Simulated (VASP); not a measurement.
Here is a VASP 6.6.1 calculation.

The input POSCAR:

```
AlAs
1.0
    0.0000000000      2.8188932263      2.8188932263
    2.8188932263      0.0000000000      2.8188932263
    2.8188932263      2.8188932263      0.0000000000
  Al              As
     1     1
Direct
     0.0000000000000000    0.0000000000000000    0.0000000000000000
     0.2500000000000000    0.2500000000000000    0.2500000000000000
```

The input INCAR.step1:

```
SYSTEM = AlAs
  PREC = Accurate
  ENCUT = 600
  EDIFF = 1E-8
  ISMEAR = 0
  SIGMA = 0.03
  LREAL = .False.
  LASPH = .True.
  NELM = 80
  ALGO = Fast
  ISIF = 3
  LWAVE = .False.
  LCHARG = .False.
  IBRION = 2
  NSW = 40
  EDIFFG = -0.002
```

The input INCAR.step2:

```
SYSTEM = AlAs
  PREC = Accurate
  ENCUT = 600
  EDIFF = 1E-8
  ISMEAR = 0
  SIGMA = 0.03
  LREAL = .False.
  LASPH = .True.
  NELM = 80
  ALGO = Fast
  ISIF = 2
  LWAVE = .False.
  LCHARG = .False.
  IBRION = 6
  NFREE = 2
  POTIM = 0.015
  NSW = 1
```

The input KPOINTS:

```
regular mesh
0
Gamma
  8 8 8
  0 0 0
```

Potentials or basis: VASP PAW LDA potentials, release 64 (Al, As).

The run is started by

```bash
$ cat potpaw_LDA.64/Al/POTCAR potpaw_LDA.64/As/POTCAR > POTCAR
$ cp INCAR.step1 INCAR
$ mpirun -np 1 vasp_std > vasp.out
$ cp CONTCAR POSCAR
$ cp INCAR.step2 INCAR
$ mpirun -np 1 vasp_std > vasp.out
```

Question: Estimate the highest phonon frequency at Γ, LO-TO splitting left out.

Answer: 359 cm⁻¹.

Phonon frequencies in cm⁻¹ (negative: imaginary):
| q point | frequencies |
| --- | --- |
| (0.000, 0.000, 0.000) | 0 0 0 359 359 359 |
